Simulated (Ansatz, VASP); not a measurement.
SiGe5: VASP beside Ansatz

Contents of INCAR:

```
  PREC = Accurate
  ENCUT = 520
  EDIFF = 1E-6
  ISMEAR = 0
  SIGMA = 0.1
  LREAL = F
  LASPH = T
  NELM = 80
  ALGO = Normal
  ISIF = 2
  LWAVE = F
  LCHARG = T
  GGA = PE
  LELF = T
  LVHAR = T
  NBANDS = 46
```

KPOINTS

```
regular mesh
0
Gamma
  4 4 4
```

The input POSCAR:

```
SiGe5
1.0
   -3.4072941100      3.4072941100      2.7464270100
    3.4072941100     -3.4072941100      2.7464270100
    3.4072941100      3.4072941100     -2.7464270100
Si Ge
1 5
Direct
    0.5000000000      0.5000000000      0.0000000000
    0.0000000000      0.0000000000      0.5000000000
    0.5000000000      0.5000000000      0.5000000000
    0.0000000000      0.5000000000      0.0000000000
    0.5000000000      0.0000000000      0.0000000000
    0.0000000000      0.0000000000      0.0000000000
```

Input for Ansatz:

```yaml
crystal:
  lattice:
    - [-3.40729411, 3.40729411, 2.74642701]
    - [3.40729411, -3.40729411, 2.74642701]
    - [3.40729411, 3.40729411, -2.74642701]
  atoms:
    - { symbol: Si, position: [0.5, 0.5, 0.0] }
    - { symbol: Ge, position: [0.0, 0.0, 0.5] }
    - { symbol: Ge, position: [0.5, 0.5, 0.5] }
    - { symbol: Ge, position: [0.0, 0.5, 0.0] }
    - { symbol: Ge, position: [0.5, 0.0, 0.0] }
    - { symbol: Ge, position: [0.0, 0.0, 0.0] }
basis:
  ecutwfc: 420
kpoints:
  mp_grid: { grid: [4, 4, 4] }
hamiltonian:
  xc: pbe
scf:
  occupations: { method: gaussian, width: 0.1 }
  lower_state_search: "off"
output:
  forces: true
  stress: true
  eigenvalues: true
```

Alike in both runs: task single point; functional PBE; k mesh 4 × 4 × 4; occupations gaussian, width 0.1 eV; no spin polarisation.

|  | VASP | Ansatz |
| --- | --- | --- |
| version | VASP 6.6.1 | Ansatz 0.2.0 |
| potentials or method | VASP PAW PBE potentials, release 64 (Si, Ge_d) | scalar-relativistic, plane waves, PAW |
| plane-wave cutoff (eV) | 520 | 420 |
| valence electrons in the cell | 74 | 74 |

```tsv
	VASP	Ansatz	Ansatz less VASP
gap on the k mesh at the Fermi level (eV)	none	none	-
pressure (GPa)	2.2	2.1	-0.08
largest component of the traceless stress (GPa)	1.01	0.99	-0.018
```

A gap of «none» marks a metal or a gap that the smearing closes.

Caveats: the k mesh is coarse (spacing up to 0.37 Å⁻¹), so the values aren't converged.
